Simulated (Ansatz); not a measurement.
# SnSe: input and output

The input, for Ansatz 0.2.0 (plane waves, PAW):

```yaml
crystal:
  lattice:
    - [3.98291, 0.0, 0.0]
    - [-1.991455, 3.449305, 0.0]
    - [0.0, 0.0, 16.943867]
  atoms:
    - { symbol: Sn, position: [0.33333, 0.66667, 0.177] }
    - { symbol: Sn, position: [0.66666, 0.33333, 0.677] }
    - { symbol: Sn, position: [0.33333, 0.66667, 0.323] }
    - { symbol: Sn, position: [0.66667, 0.33334, 0.823] }
    - { symbol: Se, position: [0.33333, 0.66667, 0.6] }
    - { symbol: Se, position: [0.66666, 0.33333, 0.1] }
    - { symbol: Se, position: [0.33333, 0.66667, 0.9] }
    - { symbol: Se, position: [0.66667, 0.33334, 0.4] }
  symmetry: { tolerance: 0.0003 }
kpoints:
  mp_grid: { grid: [10, 10, 2], shift: [0, 0, 0] }
  band_path:
    path:
      - [0.0, 0.0, 0.0]
      - [0.5, 0.0, 0.0]
      - [0.33333333, 0.33333333, 0.0]
      - [0.0, 0.0, 0.0]
      - [0.0, 0.0, 0.5]
      - [0.5, 0.0, 0.5]
      - [0.33333333, 0.33333333, 0.5]
      - [0.0, 0.0, 0.5]
    npoints: 7
magnetization:
  spin_polarized: false
scf:
  occupations: { method: fermi_dirac, width: 0.0166 }
  lower_state_search: "off"
  max_iter: 200
hamiltonian:
  pseudopotentials: { kind: paw }
  xc: pbe
basis:
  ecutwfc: 420
  fft_grid_basis: typed
output:
  forces: true
  stress: true
  eigenvalues: true
  bader: true
  populations: true
  elf: true
  write_potential: true
  volumetric_format: npy
  dos:
    e_range: [-12, 8]
    de: 0.05
    projected: { site_lists: { Se: [Se], Sn: [Sn] } }
checkpoint:
  read: saved_state
```

The saved state is an earlier solution for the same cell, perhaps on another mesh. 

Excerpt of what it printed:

```
Free energy (F): -45971.1546 eV
Harris-Foulkes:  -45971.1546 eV  (|F-HF|=2.51e-8)
Internal energy: -45971.1443 eV  (E = F + TS)
E sigma→0 (E₀):  -45971.1495 eV
Entropy (-TS):   -0.0103 eV (-1.285 meV/atom)
Fermi energy:    8.7587 eV
--- Forces (eV/Å), atoms counted from 1 ---
  atom   1  Sn     0.0000     0.0000    -2.9829
  atom   2  Sn     0.0000     0.0000    -2.9829
  atom   3  Sn     0.0000     0.0000     2.9829
  atom   4  Sn     0.0000     0.0000     2.9829
  atom   5  Se     0.0000     0.0000    -1.1880
  atom   6  Se     0.0000     0.0000    -1.1880
  atom   7  Se     0.0000     0.0000     1.1880
  atom   8  Se     0.0000     0.0000     1.1880
--- Stress (GPa, compression-positive) ---
        5.5679       0.0000       0.0000
        0.0000       5.5679       0.0000
        0.0000       0.0000      17.8930
  P = ⅓ Tr σ = 9.6762 GPa (96.762 kbar)
--- Löwdin populations: 8 sites ---
  site symbol       q [e]
     0     Sn     13.6900
     1     Sn     13.6900
     2     Sn     13.6900
     3     Sn     13.6900
     4     Se     16.1997
     5     Se     16.1997
     6     Se     16.1997
     7     Se     16.1997
  spilling = 0.0037 (of n_electrons = 120.0000)
--- Bader charges: 8 sites ---
  site symbol  charge [e]  shift [e]
     0     Sn      0.6274     0.0012
     1     Sn      0.6274     0.0012
     2     Sn      0.6274     0.0012
     3     Sn      0.6274     0.0012
     4     Se     -0.6274     0.0012
     5     Se     -0.6274     0.0012
     6     Se     -0.6274     0.0012
     7     Se     -0.6274     0.0012
```

Origin: a known structure type with other elements, at an estimated volume, so it need not be a known compound. Caveats: many states at the Fermi level without spin polarisation, so a magnetic state may lie lower; atoms or cell far from equilibrium.
